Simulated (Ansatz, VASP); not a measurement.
Si2Mo in VASP and in Ansatz

File INCAR:

```
ALGO = Normal
EDIFF = 1E-8
ENCUT = 520
GGA = PE
ISIF = 2
ISMEAR = -1
LASPH = T
LCHARG = F
LEFG = T
LREAL = F
LWAVE = F
NBANDS = 18
NELM = 60
PREC = Accurate
SIGMA = 0.05
```

KPOINTS

```
k-points
0
Gamma
  12 12 12
```

The input POSCAR:

```
Si2Mo
1.0
   -1.6000000000      1.6000000000      3.9305000000
    1.6000000000     -1.6000000000      3.9305000000
    1.6000000000      1.6000000000     -3.9305000000
Mo Si
1 2
Direct
    0.0000000000      0.0000000000      0.0000000000
    0.6670000000      0.6670000000      0.0000000000
    0.3330000000      0.3330000000      0.0000000000
```

The input input.yaml:

```yaml
crystal:
  lattice:
    - [-1.6, 1.6, 3.9305]
    - [1.6, -1.6, 3.9305]
    - [1.6, 1.6, -3.9305]
  atoms:
    - { symbol: Mo, position: [0.0, 0.0, 0.0] }
    - { symbol: Si, position: [0.667, 0.667, 0.0] }
    - { symbol: Si, position: [0.333, 0.333, 0.0] }
kpoints:
  mp_grid: { grid: [12, 12, 12] }
scf:
  occupations: { method: fermi_dirac, width: 0.05 }
hamiltonian:
  xc: pbe
  pseudopotentials: { kind: all_electron, datasets: crystal }
output:
  forces: true
  stress: true
  eigenvalues: true
  efg: {}
  elf: true
  volumetric_format: npy
```

Alike in both runs: task electric field gradients; functional PBE; k mesh 12 × 12 × 12; occupations fermi-dirac, width 0.05 eV; no spin polarisation.

|  | VASP | Ansatz |
| --- | --- | --- |
| version | VASP 6.6.1 | Ansatz 0.2.0 |
| potentials or method | VASP PAW PBE potentials, release 64 (Mo_sv, Si) | all-electron PAW datasets made for the crystal |
| plane-wave cutoff (eV) | 520 | see its input |

|  | VASP | Ansatz | Ansatz less VASP |
| --- | --- | --- | --- |
| gap on the k mesh at the Fermi level (eV) | none | none | - |
| pressure (GPa) | 2.4 | 2.3 | -0.13 |
| largest component of the traceless stress (GPa) | 0.79 | 0.78 | -0.012 |
| rms of the force components (eV/Å) | 0.129 | 0.131 | +0.0020 |
| Vzz of the field gradient on the site that differs most (V/Å²) | -57.9 | -58.9 | -1.08 |

Atom by atom the forces differ by 0.002 eV/Å (rms over components). A gap of «none» marks a metal or a gap that the smearing closes. Ansatz ran all-electron here, so the differences hold the error of VASP's frozen core and of both bases.
